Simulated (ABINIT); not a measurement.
# GaN (F-43m): G0W0 in ABINIT against the bands in the self-energy, part 2 of 2

Aim: move the bands in the self-energy of a G0W0 run on GaN (F-43m) over a wide range.

ABINIT 10.8.3; PBE and many-body steps on it, plane waves. Known limits of the many-body steps: not at the basis limit; exchange with frozen shells missing; no spin-orbit coupling.

So far. Step 2 (Screening, 6×6×6 mesh, 424 bands, screening to 435.4 eV): Local fields lower ε∞ by 7 %.

### 6. 114 bands

Level of this step: G0W0 on PBE, plane waves, norm-conserving pseudopotentials (ABINIT).

The self-energy is evaluated for the states that the input lists, and the levels follow from it, in one-shot runs by the linearised quasiparticle equation.

Contents of run.abi:

```
acell 3*1.0 Angstrom
rprim 
  0.000000000000 2.253500607500 2.253500607500
  2.253500607500 0.000000000000 2.253500607500
  2.253500607500 2.253500607500 0.000000000000
ntypat 2
znucl 31 7
natom 2
typat 1 2
xred 
  0.000000000000 0.000000000000 0.000000000000
  0.750000000000 0.750000000000 0.750000000000
pp_dirpath "pseudos"
pseudos "Ga.upf, N.upf"
ecut 36
ngkpt 6 6 6
nshiftk 1
shiftk 0 0 0
kptopt 1
chksymbreak 0
istwfk *1
occopt 1
irdwfk 1
optdriver 4
nband 114
gwcalctyp 0
ecutsigx 36
symsigma 1
nkptgw 1
kptgw 
  0.0000000000 0.0000000000 0.0000000000
bdgw 
  7 13
ecuteps 16
irdscr 1
ppmodel 1
indata_prefix "in"
outdata_prefix "out"
tmpdata_prefix "tmp"
```

On the command line:

```bash
$ OMP_NUM_THREADS=1 mpirun -n 8 abinit run.abi > log
```

The program printed:

```text
.Version 10.8.3 of ABINIT. v10.8.2 released Aug 2026.

 Symmetries : space group F-4 3 m (#216); Bravais cF (face-center cubic)
[... echo of the input left out ...]
== DATASET  1 ==================================================================
-   mpi_nproc: 8, omp_nthreads: 1 (-1 if OMP is not activated)

--- !DatasetInfo
iteration_state: {dtset: 1, }
dimensions: {natom: 2, nkpt: 16, mband: 114, nsppol: 1, nspinor: 1, nspden: 1, mpw: 1639, }
cutoff_energies: {ecut:  36.0, pawecutdg:  -1.0, }
[...]
11  15.678 -12.135  -7.192  -4.919   0.838  -0.194 -12.115   0.020  15.698
       12  15.678 -12.135  -7.192  -4.919   0.838  -0.194 -12.115   0.020  15.698
       13  15.678 -12.135  -7.192  -4.919   0.838  -0.194 -12.115   0.020  15.698

== END DATASET(S) ==============================================================
================================================================================

 -outvars: echo values of variables after computation  --------
           etotal      0.0000000000E+00
            nband         114
             nkpt          16
          spgroup         216
 [... the other variables as echoed above ...]

 Calculation completed.
```

Run time: 16 s. Hardware: 8 MPI ranks of Arm Neoverse V2, shared host; peak memory 2.9 GiB; 2.1 min of CPU time.

This step gave:

| Quantity | Value |
| --- | --- |
| G0W0 gap on the points computed | 2.111 eV |
| starting gap on the mesh | 1.759 eV |
| k of the valence top | 0, 0, 0 |
| k of the conduction bottom | 0, 0, 0 |
| least direct G0W0 gap on the computed points | 2.111 eV |

The gap on the mesh goes from 1.76 eV to 2.11 eV, a correction of +0.35 eV.

### 7. 252 bands

run.abi: that of step 6 with these lines changed.

```diff
@@ -24,3 +24,3 @@
 optdriver 4
-nband 114
+nband 252
 gwcalctyp 0
```

The program printed:

```text
.Version 10.8.3 of ABINIT. v10.8.2 released Aug 2026.

 Symmetries : space group F-4 3 m (#216); Bravais cF (face-center cubic)
[... echo of the input left out ...]
== DATASET  1 ==================================================================
-   mpi_nproc: 8, omp_nthreads: 1 (-1 if OMP is not activated)

--- !DatasetInfo
iteration_state: {dtset: 1, }
dimensions: {natom: 2, nkpt: 16, mband: 252, nsppol: 1, nspinor: 1, nspden: 1, mpw: 1639, }
cutoff_energies: {ecut:  36.0, pawecutdg:  -1.0, }
[...]
11  15.678 -12.135  -7.192  -5.009   0.838  -0.194 -12.189  -0.055  15.623
       12  15.678 -12.135  -7.192  -5.009   0.838  -0.194 -12.189  -0.055  15.623
       13  15.678 -12.135  -7.192  -5.009   0.838  -0.194 -12.189  -0.055  15.623

== END DATASET(S) ==============================================================
================================================================================

 -outvars: echo values of variables after computation  --------
           etotal      0.0000000000E+00
            nband         252
             nkpt          16
          spgroup         216
 [... the other variables as echoed above ...]

 Calculation completed.
```

It took 31 s on 8 MPI ranks; peak memory 3.6 GiB.

Numbers from this step:

| Property | Result |
| --- | --- |
| G0W0 gap on the points computed | 2.181 eV |
| starting gap on the mesh | 1.759 eV |
| k of the valence top | 0, 0, 0 |
| k of the conduction bottom | 0, 0, 0 |
| least direct G0W0 gap on the computed points | 2.181 eV |

Against the run before, the gap moves by +0.070 eV.

### 8. 424 bands

run.abi: that of step 7 with these lines changed.

```diff
@@ -24,3 +24,3 @@
 optdriver 4
-nband 252
+nband 424
 gwcalctyp 0
```

The program printed:

```text
.Version 10.8.3 of ABINIT. v10.8.2 released Aug 2026.

 Symmetries : space group F-4 3 m (#216); Bravais cF (face-center cubic)
[... echo of the input left out ...]
== DATASET  1 ==================================================================
-   mpi_nproc: 8, omp_nthreads: 1 (-1 if OMP is not activated)

--- !DatasetInfo
iteration_state: {dtset: 1, }
dimensions: {natom: 2, nkpt: 16, mband: 424, nsppol: 1, nspinor: 1, nspden: 1, mpw: 1639, }
cutoff_energies: {ecut:  36.0, pawecutdg:  -1.0, }
[...]
11  15.678 -12.135  -7.192  -5.029   0.838  -0.194 -12.207  -0.072  15.606
       12  15.678 -12.135  -7.192  -5.029   0.838  -0.194 -12.207  -0.072  15.606
       13  15.678 -12.135  -7.192  -5.029   0.838  -0.194 -12.207  -0.072  15.606

== END DATASET(S) ==============================================================
================================================================================

 -outvars: echo values of variables after computation  --------
           etotal      0.0000000000E+00
            nband         424
             nkpt          16
          spgroup         216
 [... the other variables as echoed above ...]

 Calculation completed.
```

The job ended after 50 s (8 MPI ranks; peak memory 4.4 GiB).

Numbers from this step:

```yaml
g0w0_gap_on_the_points_computed: 2.206 eV
starting_gap_on_the_mesh: 1.759 eV
k_of_the_valence_top: 0, 0, 0
k_of_the_conduction_bottom: 0, 0, 0
least_direct_g0w0_gap_on_the_computed_points: 2.206 eV
```

Against the run before, the gap moves by +0.025 eV.

### 9. Side by side

Times are wall times on 8 MPI ranks of Arm Neoverse V2, shared host, good to a factor of about two. A run's time includes the screening step that it read.

| run | mesh | bands | screening cutoff (eV) | DFT gap (eV) | gap on the mesh (eV) | direct (eV) | ε∞ used | time |
| --- | --- | --- | --- | --- | --- | --- | --- | --- |
| 17 bands | 6×6×6 | 17 | 435.4 | 1.759 | 1.758 | 1.758 | 6.39 | 8.4 min |
| 22 bands | 6×6×6 | 22 | 435.4 | 1.759 | 1.849 | 1.849 | 6.39 | 8.4 min |
| 46 bands | 6×6×6 | 46 | 435.4 | 1.759 | 1.986 | 1.986 | 6.39 | 8.5 min |
| 114 bands | 6×6×6 | 114 | 435.4 | 1.759 | 2.111 | 2.111 | 6.39 | 8.6 min |
| 252 bands | 6×6×6 | 252 | 435.4 | 1.759 | 2.181 | 2.181 | 6.39 | 8.9 min |
| 424 bands | 6×6×6 | 424 | 435.4 | 1.759 | 2.206 | 2.206 | 6.39 | 9.2 min |

### 10. Summary of results

```yaml
17_bands: 1.758 eV
22_bands: 1.849 eV
46_bands: 1.986 eV
114_bands: 2.111 eV
252_bands: 2.181 eV
424_bands: 2.206 eV
known_limits: not at the basis limit; exchange with frozen shells missing; no spin-orbit coupling
```

**Reading.** The setting moved: bands in the self-energy. From 17 bands to 424 bands the gap moves by +0.45 eV. The last step still moves it by +0.025 eV. Bands and screening cutoff are coupled, so a series along one setting does not show full convergence. Bands and cutoff are finite, so the gap is not at the basis limit. The miss can reach some tenths of an eV and take either sign; the mesh is an error of its own. In the G0W0 runs levels were corrected at 1 k point alone, so a gap called «on the mesh» is the least over those, and an edge elsewhere would be missed. The norm-conserving file of at least one element keeps a d shell over frozen s and p shells of the same row. Exchange with those shells is missing from the self-energy, an error of 0.3 to 0.9 eV in cases checked, whose sign depends on which edge lies on those atoms. The many-body steps are scalar-relativistic: spin-orbit coupling is not in them.

[Paths, hosts, dates, memory and timing lines, banners, echoed tables and standing remarks are left out of the program output.]

[Logs are printed without paths, hosts, clocks, repeated set-up lines and the standing remarks that a program may print on its own settings, such as how far it seeks lower states.]

[Runs of the session that timed out or met a known fault of the program may be left out.]

[Hosts, paths, dates, database ids (printed as entryN), source tags and the programs' standing remarks are cut or masked in the printed files.]

[G0W0 gaps are taken among the corrected bands and points alone; a level outside them can change the order at an edge.]

[Where Ansatz stands beside ABINIT at settings called matched, ABINIT's density can come from a denser mesh and the files from another edition; pairs whose starting gaps differed by over 0.03 eV were left out, so agreement reads better than it is.]
